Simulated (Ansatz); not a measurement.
## Where the states of CdI₂ lie

```cif
data_structure
_symmetry_space_group_name_H-M 'P-3m1'
_symmetry_Int_Tables_number 164
_cell_length_a 4.2440
_cell_length_b 4.2440
_cell_length_c 6.8590
_cell_angle_alpha 90.000
_cell_angle_beta 90.000
_cell_angle_gamma 120.000
_cell_volume 106.99
loop_
_atom_site_label
_atom_site_type_symbol
_atom_site_symmetry_multiplicity
_atom_site_Wyckoff_symbol
_atom_site_fract_x
_atom_site_fract_y
_atom_site_fract_z
_atom_site_occupancy
Cd1 Cd 1 a 0.00000 0.00000 0.00000 1
I1 I 2 d 0.33333 0.66667 0.24920 1
```

The runs use the primitive cell with vectors (4.244, 0.000, 0.000), (-2.122, 3.675, 0.000), (0.000, 0.000, 6.859) Å, to which the k mesh refers.

The structure is trigonal, space group P-3m1 (No. 164). The conventional cell has a = 4.244 Å, b = 4.244 Å, c = 6.859 Å, α = 90.00°, β = 90.00°, γ = 120.00°. Cd (site symmetry -3m) is surrounded by 6 I at 2.99 Å. I (site symmetry 3m) is surrounded by 3 Cd at 2.99 Å.

The cell is COD entry 1539851, as deposited and not checked against the literature; nothing was relaxed. It differs from other determinations.

Spin–orbit coupling is left out, though it moves levels of the heavy atoms by tenths of an eV or more.

The calculation used DFT, PBEsol, all-electron LAPW, scalar-relativistic (Ansatz 0.2.0).

Sampling and basis: a Γ-centred 8×8×5 k mesh, Fermi–Dirac smearing of 0.03 eV, basis error target 0.5 meV/atom, no spin polarisation.

States per eV and cell, averaged over 0.4 eV, from -7.8 to 6.0 eV, with energies (bin centres) from the valence-band top; empty bins are left out. The partial columns, the largest 4 alone, are projections on Löwdin-orthogonalised atomic shells (those that the program's projection atoms carry: the occupied ones and, for some elements, an empty d or f shell; other empty shells have no column), summed over atoms of an element. Weights on diffuse s and p shells depend on that basis and aren't pure angular character.

```json
{"E (eV)": "-7.7", "total": "0.85", "I 5p": "0.03", "Cd 4d": "0.83", "Cd 5s": "0.00", "I 5s": "0.00"}
{"E (eV)": "-7.3", "total": "24.15", "I 5p": "0.40", "Cd 4d": "23.49", "Cd 5s": "0.01", "I 5s": "0.23"}
{"E (eV)": "-4.1", "total": "0.08", "I 5p": "0.05", "Cd 4d": "0.00", "Cd 5s": "0.03", "I 5s": "0.00"}
{"E (eV)": "-3.7", "total": "4.06", "I 5p": "2.46", "Cd 4d": "0.05", "Cd 5s": "1.36", "I 5s": "0.15"}
{"E (eV)": "-3.3", "total": "0.89", "I 5p": "0.55", "Cd 4d": "0.01", "Cd 5s": "0.25", "I 5s": "0.08"}
{"E (eV)": "-2.9", "total": "1.43", "I 5p": "1.37", "Cd 4d": "0.01", "Cd 5s": "0.00", "I 5s": "0.01"}
{"E (eV)": "-2.5", "total": "2.03", "I 5p": "1.93", "Cd 4d": "0.02", "Cd 5s": "0.01", "I 5s": "0.01"}
{"E (eV)": "-2.1", "total": "2.41", "I 5p": "2.28", "Cd 4d": "0.02", "Cd 5s": "0.02", "I 5s": "0.01"}
{"E (eV)": "-1.7", "total": "3.45", "I 5p": "3.27", "Cd 4d": "0.03", "Cd 5s": "0.03", "I 5s": "0.01"}
{"E (eV)": "-1.3", "total": "3.41", "I 5p": "3.24", "Cd 4d": "0.03", "Cd 5s": "0.02", "I 5s": "0.01"}
{"E (eV)": "-0.9", "total": "2.81", "I 5p": "2.68", "Cd 4d": "0.04", "Cd 5s": "0.01", "I 5s": "0.01"}
{"E (eV)": "-0.5", "total": "5.39", "I 5p": "5.18", "Cd 4d": "0.11", "Cd 5s": "0.02", "I 5s": "0.01"}
{"E (eV)": "-0.1", "total": "4.05", "I 5p": "3.93", "Cd 4d": "0.10", "Cd 5s": "0.00", "I 5s": "0.00"}
{"E (eV)": "2.3", "total": "0.09", "I 5p": "0.03", "Cd 4d": "0.00", "Cd 5s": "0.05", "I 5s": "0.00"}
{"E (eV)": "2.7", "total": "1.63", "I 5p": "0.60", "Cd 4d": "0.00", "Cd 5s": "0.84", "I 5s": "0.02"}
{"E (eV)": "3.1", "total": "2.55", "I 5p": "0.96", "Cd 4d": "0.00", "Cd 5s": "1.28", "I 5s": "0.06"}
{"E (eV)": "3.5", "total": "0.74", "I 5p": "0.28", "Cd 4d": "0.00", "Cd 5s": "0.36", "I 5s": "0.03"}
{"E (eV)": "4.3", "total": "0.01", "I 5p": "0.00", "Cd 4d": "0.00", "Cd 5s": "0.00", "I 5s": "0.00"}
{"E (eV)": "4.7", "total": "0.19", "I 5p": "0.00", "Cd 4d": "0.00", "Cd 5s": "0.00", "I 5s": "0.00"}
{"E (eV)": "5.1", "total": "1.83", "I 5p": "0.05", "Cd 4d": "0.00", "Cd 5s": "0.04", "I 5s": "0.01"}
{"E (eV)": "5.5", "total": "2.36", "I 5p": "0.07", "Cd 4d": "0.00", "Cd 5s": "0.04", "I 5s": "0.01"}
{"E (eV)": "5.9", "total": "1.83", "I 5p": "0.05", "Cd 4d": "0.00", "Cd 5s": "0.01", "I 5s": "0.00"}
```

Which of the resolved shells contributes most in the top eV of the valence band?

I 5p, with 96 % of all states there; Cd 4d follows with 2 %.

Where is the centre of the filled Cd 4d states between -13 eV and the top of the filled states?

-7.33 eV from the valence-band top.
